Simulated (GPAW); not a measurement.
Consider GaP (zinc-blende (GaP)1-x(InP)x, x = 0, F-43m).

```xyz
16
Lattice="0.0000 5.4510 5.4510 5.4510 0.0000 5.4510 5.4510 5.4510 0.0000" Properties=species:S:1:pos:R:3 pbc="T T T"
Ga    0.0000    0.0000    0.0000
P     1.3627    1.3627    1.3627
Ga    2.7255    2.7255    0.0000
P     4.0882    4.0882    1.3627
Ga    2.7255    0.0000    2.7255
P     4.0882    1.3627    4.0882
Ga    5.4510    2.7255    2.7255
P     6.8137    4.0882    4.0882
Ga    0.0000    2.7255    2.7255
P     1.3627    4.0882    4.0882
Ga    2.7255    5.4510    2.7255
P     4.0882    6.8137    4.0882
Ga    2.7255    2.7255    5.4510
P     4.0882    4.0882    6.8137
Ga    5.4510    5.4510    5.4510
P     6.8137    6.8137    6.8137
```

Absorber: atom 2, with 4 Ga at 2.36 Å (tetrahedral). Method: GPAW, PBE, excited-electron core hole (neutral cell), 16-atom cell with 7.7 Å between holes, 4×4×4 k points, dipole transitions, Gaussian full width 0.9 eV up to 4 eV, rising linearly to 3.5 eV at 25 eV.

**Question.** Predict the near-edge structure at the P K edge.

Main maxima up to 24 eV above the zero (height): 1.5 eV (1.65), 3.8 eV (2.28), 6.8 eV (1.51) and 13.7 eV (0.98). A K edge sees empty p states on the absorber. The total-energy difference is 2155.96 eV. One term is added: -15.96 eV, since the hole is spin-paired here and a spin-polarised one costs that much less in the free atom (computed apart). The photon energy is then 2140.00 eV. The functional leaves an error of a few eV in such absolute values.

The P K spectrum (energy from the bottom of the conduction band, which holds the excited electron; intensity scaled to a mean of 1 over the first 20 eV):

```tsv
E (eV)	intensity
-2.0	0.00
-1.5	0.00
-1.0	0.00
-0.5	0.00
0.0	0.07
0.5	0.43
1.0	1.24
1.5	1.65
2.0	1.39
2.5	1.10
3.0	1.08
3.5	2.03
4.0	2.10
4.5	1.35
5.0	1.04
5.5	0.86
6.0	0.97
6.5	1.37
7.0	1.48
7.5	1.15
8.0	0.97
8.5	1.00
9.0	0.97
9.5	0.86
10.0	0.78
10.5	0.75
11.0	0.75
11.5	0.79
12.0	0.84
12.5	0.89
13.0	0.94
13.5	0.98
14.0	0.97
14.5	0.91
15.0	0.84
15.5	0.79
16.0	0.78
16.5	0.79
17.0	0.80
17.5	0.81
18.0	0.79
18.5	0.77
19.0	0.74
19.5	0.73
20.0	0.73
20.5	0.73
21.0	0.72
21.5	0.70
22.0	0.68
22.5	0.67
23.0	0.69
23.5	0.75
24.0	0.82
24.5	0.88
25.0	0.91
25.5	0.92
```

The mesh is coarse (0.25 Å⁻¹ between points), so small maxima may be mesh ripples.

[Banner, clock and machine lines of the logs are left out without a mark of their own.]

[Logs are printed without paths, hosts, clocks, repeated set-up lines and the standing remarks that a program may print on its own settings, such as how far it seeks lower states.]

[Hosts, paths, dates, database ids (printed as entryN), source tags and the programs' standing remarks are cut or masked in the printed files.]

[Lists of maxima count a maximum above −3 eV only where it reaches 4 % of the highest in the window and stands out from its surroundings by 2 % of it (1.5 % where it reaches 55 %); shoulders and weaker maxima are passed over, and of the rest the first, up to two pre-edge ones and the few strongest are named.]
